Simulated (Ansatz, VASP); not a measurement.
**Two plane-wave programs on Na**

Contents of INCAR:

```
PREC = Accurate
ENCUT = 520
EDIFF = 1E-6
ISMEAR = 0
SIGMA = 0.1
LREAL = False
LASPH = True
NELM = 100
ALGO = Normal
ISIF = 2
LWAVE = False
LCHARG = False
GGA = CA
NBANDS = 10
```

File KPOINTS:

```
Automatic mesh
0
Gamma
  6 6 6
```

The input POSCAR:

```
Na
1.0
   -1.8882910800      1.8882910800      2.6372766800
    1.8882910800     -1.8882910800      2.6372766800
    1.8882910800      1.8882910800     -2.6372766800
Na
1
Direct
    0.0000000000      0.0000000000      0.0000000000
```

Input for Ansatz:

```yaml
crystal:
  lattice:
    - [-1.88829108, 1.88829108, 2.63727668]
    - [1.88829108, -1.88829108, 2.63727668]
    - [1.88829108, 1.88829108, -2.63727668]
  atoms:
    - { symbol: Na, position: [0.0, 0.0, 0.0] }
basis:
  ecutwfc: 420
kpoints:
  mp_grid: { grid: [6, 6, 6] }
hamiltonian:
  xc: lda
scf:
  occupations: { method: gaussian, width: 0.1 }
output:
  forces: true
  stress: true
  eigenvalues: true
```

This isn't the form of Na at room conditions, which is bcc.

Alike in both runs: task single point; functional LDA; k mesh 6 × 6 × 6; occupations gaussian, width 0.1 eV; no spin polarisation.

```csv
,VASP,Ansatz
version,VASP 6.6.1,Ansatz 0.2.0
potentials or method,"VASP PAW LDA potentials, release 64 (Na_pv)","scalar-relativistic, plane waves, PAW"
plane-wave cutoff (eV),520,420
valence electrons in the cell,7,9
```

VASP gave:

| Quantity | Value |
| --- | --- |
| gap on the k mesh at the Fermi level (eV) | none |
| pressure (GPa) | -0.9 |
| largest component of the traceless stress (GPa) | 0.09 |

Which values does Ansatz return?

gap on the k mesh at the Fermi level (eV): none; pressure (GPa): -0.8; largest component of the traceless stress (GPa): 0.09.

A gap of «none» marks a metal or a gap that the smearing closes. The two sets of potentials don't hold the same shells in valence.

Caveats: the k mesh is coarse (spacing up to 0.39 Å⁻¹), so the values aren't converged.
